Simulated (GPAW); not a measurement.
Here is a GPAW 26.7.0 calculation.

File run.py:

```python
from ase import Atoms
from ase.eos import EquationOfState
from ase.io import Trajectory
from ase.units import GPa
from gpaw import GPAW, PW

atoms = Atoms(['Pt', 'Al', 'Al'],
              cell=[[0.0, 2.955, 2.955],
                    [2.955, 0.0, 2.955],
                    [2.955, 2.955, 0.0]],
              scaled_positions=[[0.0, 0.0, 0.0],
                                [0.75, 0.75, 0.75],
                                [0.25, 0.25, 0.25]],
              pbc=True)

traj = Trajectory('eos.traj', 'w')
volumes, energies = [], []
for x in [0.94, 0.96, 0.98, 1.0, 1.02, 1.04, 1.06]:
    a = atoms.copy()
    a.set_cell(atoms.cell * x**(1 / 3), scale_atoms=True)
    calc = GPAW(mode=PW(600),
                xc='LDA',
                kpts={'size': (8, 8, 8), 'gamma': True},
                occupations={'name': 'fermi-dirac', 'width': 0.05},
                nbands=23,
                convergence={'density': 1e-05, 'energy': 1e-05},
                maxiter=150,
                txt=f'eos-{x:.2f}.txt')
    a.calc = calc
    energies.append(a.get_potential_energy(force_consistent=True))
    volumes.append(a.get_volume())
    p = -a.get_stress()[:3].mean() / GPa
    calc.write(f'eos-{x:.2f}.gpw')
    traj.write(a)
    print(f'{x:.2f} {volumes[-1]:10.4f} A^3 {energies[-1]:14.6f} eV {p:9.3f} GPa', flush=True)

v0, e0, B = EquationOfState(volumes, energies, eos='birchmurnaghan').fit()
print(f'V0 = {v0:.4f} A^3, E0 = {e0:.6f} eV, B0 = {B / GPa:.2f} GPa')
```

Potentials or basis: the program's PAW data sets (release 1.2.1) made for this functional, pw.

Launch:

```sh
$ OMP_NUM_THREADS=1 python run.py
```

(1) Estimate the pressure derivative of the bulk modulus.

(2) Predict the equilibrium volume.

(3) Estimate the bulk modulus.

Results:

(1) 4.5.

(2) 16.76 Å³/atom.

(3) 145 GPa.
